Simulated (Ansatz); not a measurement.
The system is PbO2.

```
Pb O
1.0
     0.00000    2.70199    2.70199
     2.70199    0.00000    2.70199
     2.70199    2.70199    0.00000
Pb O
1 2
Direct
  0.00000 0.00000 0.00000
  0.75000 0.75000 0.75000
  0.25000 0.25000 0.25000
```

The cell comes from a database or a generator and needn't be the stable form of this composition.

Base run:

```yaml
Program: Ansatz 0.2.0
Functional: BLYP
Potentials_or_basis: Ansatz PAW
Cutoff: "420 eV (not typed: the program's choice for these potentials)"
k_mesh: 9 × 9 × 9
Occupations: fermi-dirac, width 0.05 eV
Spin: no spin polarisation
```

Its results: band gap on the k mesh none (metal or under the smearing width); pressure 6.5 GPa.

Task: The run is repeated on the same cell with these changes: functional from BLYP to r2SCAN; cutoff from 420 eV (not typed: the program's choice for these potentials) to 500 eV (not typed: the program's choice for these potentials). What comes out?

Result: Band gap on the k mesh none (metal or under the smearing width); pressure -6.7 GPa.

Caveats: spin-orbit coupling is left out, which moves the levels of the heavy elements; the PAW data sets come from PBE, with cores solved anew for the run's functional, which leaves a small shift of forces and pressure.
